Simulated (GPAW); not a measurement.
Set up this calculation in GPAW 26.7.0, as an ASE script.

* Task: single point
* Functional: LDA
* Potentials or basis: the program's PAW data sets (release 1.2.1) made for this functional
* Cutoff: 500 eV
* Basis: pw
* k mesh: 11 × 11 × 11
* Occupations: fermi-dirac, width 0.05 eV
* Spin: collinear spin, ferromagnetic start
* Starting moments: [2.0] μB
* Maxiter: 120
* Convergence: default

The structure of Ni lies in Ni.xyz:

```xyz
1
Lattice="0.0000000000 1.7375729330 1.7375729330 1.7375729330 0.0000000000 1.7375729330 1.7375729330 1.7375729330 0.0000000000" Properties=species:S:1:pos:R:3 pbc="T T T"
Ni     0.0000000000      0.0000000000      0.0000000000
```

The input as run:

run.py

```python
from ase.dft.bandgap import bandgap
from ase.io import read, write
from ase.units import GPa
from gpaw import GPAW, PW

atoms = read('Ni.xyz')
atoms.set_initial_magnetic_moments([2.0])

calc = GPAW(mode=PW(500),
            xc='LDA',
            kpts={'size': (11, 11, 11), 'gamma': True},
            occupations={'name': 'fermi-dirac', 'width': 0.05},
            nbands=17,
            maxiter=120,
            txt='gpaw.txt')
atoms.calc = calc
energy = atoms.get_potential_energy()
forces = atoms.get_forces()
stress = atoms.get_stress()
calc.write('gs.gpw')
write('result.traj', atoms)
print(f'Energy: {energy:.6f} eV')
print('Forces (eV/A):')
print(forces.round(4))
print('Stress (GPa):', (stress / GPa).round(3))
print('Moments:', calc.get_magnetic_moments().round(3))
print('Fermi level:', round(calc.get_fermi_level(), 4), 'eV')
print(f'Gap: {bandgap(calc)[0]:.4f} eV, direct: {bandgap(calc, direct=True)[0]:.4f} eV')
```

Potentials or basis: the program's PAW data sets (release 1.2.1) made for this functional, pw.

Launch:

```bash
$ OMP_NUM_THREADS=1 python run.py
```

Results of the run:

| Quantity | Value |
| --- | --- |
| Pressure | -9.1 GPa |
| Band gap on the k mesh | none (metal or under the smearing width) |
| Net moment | 0.57 μB per cell |
| Site moments | Ni +0.60 μB |

Caveat: the cutoff is short for stress and forces, so pressures can be off by a GPa or more; the stock nickel data set gives pressures a few GPa off other programs.

Wall time 17 s on 1 thread of Arm Neoverse V1 (shared host), peak memory 0.13 GiB.
